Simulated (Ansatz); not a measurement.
# GaSb: a tetragonal deformation path

The task here is to estimate one member of a computed series from the others.

The COD entry's cell or inner coordinates are ideal or old and differ from later refinements, so a difference from it is no clean test against experiment.

Computed with Ansatz 0.2.0 (DFT r2SCAN, scalar-relativistic, plane waves, PAW, unless a step's input says otherwise).

**Starting point**

It takes space group F-43m (No. 216, cubic). The conventional cell has a = 6.118 Å, b = 6.118 Å, c = 6.118 Å, α = 90.00°, β = 90.00°, γ = 90.00°. Ga (site symmetry -43m) is surrounded by 4 Sb at 2.65 Å. Around Sb (site symmetry -43m) lie 4 Ga at 2.65 Å.

As a file:

```
Ga Sb
1.0
     0.00000    3.05900    3.05900
     3.05900    0.00000    3.05900
     3.05900    3.05900    0.00000
Ga Sb
1 1
Direct
  0.00000 0.00000 0.00000
  0.75000 0.75000 0.75000
```

No relaxation comes first: the listed cell is the starting point.

The first run:

At fixed volume and fractional coordinates, lengths along (0.000, 0.000, 1.000) are scaled against those across it; ρ is that ratio over its starting value.

File input.yaml:

```yaml
crystal:
  lattice:
    - [0.0, 3.4337842613, 2.4276854728]
    - [3.4337842613, 0.0, 2.4276854728]
    - [3.4337842613, 3.4337842613, 0.0]
  atoms:
    - { symbol: Ga, position: [0.0, 0.0, 0.0] }
    - { symbol: Sb, position: [0.75, 0.75, 0.75] }
basis:
  ecutwfc: 500
kpoints:
  mp_grid: { grid: [10, 10, 10] }
hamiltonian:
  xc: r2scan
scf:
  occupations: { method: gaussian, width: 0.05 }
output:
  forces: true
  stress: true
  eigenvalues: true
```

On the command line:

```
> ansatz run input.yaml --threads 1 --pin off --max-ram 2560MiB --backend cpu --events-out ev --progress --plain --runs-dir out
```

Among the steps run: Point ρ = 0.707; ρ = 1.414; At ρ = 0.850; ρ = 1.200; ρ = 0.780; Point ρ = 1.300; At ρ = 0.920; ρ = 1.100; Point ρ = 0.650; At ρ = 1.500; Point ρ = 0.960; At ρ = 1.050.

One table of the session follows, with a row left open; its other results are not shown here.

It belongs to the step «The scan collected». 

```
    ρ  ΔE (meV/atom)  pressure (GPa)  gap on the mesh (eV)
0.650          270.7            -2.4                  0.00
0.707          204.1            -1.4                  0.00
0.780          126.2            -0.5                  0.00
0.850           62.5             0.0                  0.00
0.920              ?               ?                     ?
0.960            4.7             0.4                  0.30
1.000            0.0             0.4                  0.47
1.050            7.5             0.4                  0.34
1.100           30.1             0.3                  0.16
1.200          117.9             0.4                  0.00
1.300          248.4             0.4                  0.00
1.414          410.0             0.3                  0.00
1.500          506.8             0.3                  0.00
```

Estimate the missing values for ρ = 0.920.

Worked estimate for «ΔE (meV/atom)». A straight line through the neighbours (0.850, 62.5) and (0.960, 4.7) gives 62.5 + (4.7 − 62.5) × (0.920 − 0.850) / (0.960 − 0.850) = 25.7; a parabola fitted to 4 rows on both sides gives 19.7.

As computed: ΔE (meV/atom): 18.5; pressure (GPa): 0.3; gap on the mesh (eV): 0.12. In «ΔE (meV/atom)» the line misses by +7.2 and the parabola by +1.2.

Where the gap reads zero, the mesh chosen for the insulator is on the coarse side.
